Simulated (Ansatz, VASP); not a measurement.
# SiO2: VASP beside Ansatz

Contents of INCAR:

```
SYSTEM = SiO2
PREC     = Accurate       ! precision mode
ENCUT    = 520            ! plane-wave cutoff, eV
EDIFF    = 1E-7           ! SCF threshold, eV
ISMEAR   = 0              ! smearing method
SIGMA    = 0.05           ! smearing width, eV
LREAL    = .False.        ! projectors in reciprocal space
LASPH    = .True.         ! aspherical terms in the spheres
NELM     = 100            ! most SCF steps
ALGO     = Normal         ! electronic algorithm
ISIF     = 2              ! what is computed and relaxed
LWAVE    = .False.        ! write WAVECAR
LCHARG   = .False.        ! write CHGCAR
GGA      = PE             ! functional
NBANDS   = 25             ! bands
```

File KPOINTS:

```
Automatic mesh
0
Gamma
  6 6 8
  0 0 0
```

File POSCAR:

```
SiO2
1.0
    3.8972272116      0.0000000000      0.0000000000
    0.0000000000      3.8972272116      0.0000000000
    0.0000000000      0.0000000000      2.6904781063
Si O
2 4
Direct
    0.5000000000      0.5000000000      0.5000000000
    0.0000000000      0.0000000000      0.0000000000
    0.6930152167      0.6930152167      0.0000000000
    0.1930152167      0.8069847833      0.5000000000
    0.3069847833      0.3069847833      0.0000000000
    0.8069847833      0.1930152167      0.5000000000
```

Input for Ansatz:

```yaml
crystal:
  lattice:
    - [3.8972272116, 0.0, 0.0]
    - [0.0, 3.8972272116, 0.0]
    - [0.0, 0.0, 2.6904781063]
  atoms:
    - { symbol: Si, position: [0.5, 0.5, 0.5] }
    - { symbol: Si, position: [0.0, 0.0, 0.0] }
    - { symbol: O, position: [0.6930152167, 0.6930152167, 0.0] }
    - { symbol: O, position: [0.1930152167, 0.8069847833, 0.5] }
    - { symbol: O, position: [0.3069847833, 0.3069847833, 0.0] }
    - { symbol: O, position: [0.8069847833, 0.1930152167, 0.5] }
basis:
  ecutwfc: 420
kpoints:
  mp_grid: { grid: [6, 6, 8] }
hamiltonian:
  xc: pbe
scf:
  occupations: { method: gaussian, width: 0.05 }
output:
  forces: true
  stress: true
  eigenvalues: true
```

Change from the starting cell: strain -0.080 along x and y, +0.000 along z, atoms carried along.

Alike in both runs: task single point; functional PBE; k mesh 6 × 6 × 8; occupations gaussian, width 0.05 eV; no spin polarisation.

|  | VASP | Ansatz |
| --- | --- | --- |
| version | VASP 6.6.1 | Ansatz 0.2.0 |
| potentials or method | VASP PAW PBE potentials, release 64 (Si, O) | scalar-relativistic, plane waves, PAW |
| plane-wave cutoff (eV) | 520 | 420 |
| valence electrons in the cell | 32 | 32 |

|  | VASP | Ansatz | Ansatz less VASP |
| --- | --- | --- | --- |
| gap on the k mesh at the Fermi level (eV) | 6.01 | 6.04 | +0.029 |
| least direct gap on the mesh (eV) | 6.01 | 6.04 | +0.029 |
| pressure (GPa) | 66.7 | 66.3 | -0.47 |
| largest component of the traceless stress (GPa) | 22.20 | 22.49 | +0.294 |
| rms of the force components (eV/Å) | 0.628 | 0.629 | +0.0006 |

Atom by atom the forces differ by 0.001 eV/Å (rms over components). The functional is the same, so the differences come from potentials, cutoffs and numerics.

Caveats: the cell as given lies far from equilibrium; so large a pressure means that the cell lies far from this level's equilibrium, or that cutoff or potentials fall short (VASP); forces of over 1 eV/Å show positions far from the minimum, so gaps and moduli don't describe the material at rest. A k mesh can miss the band edges.
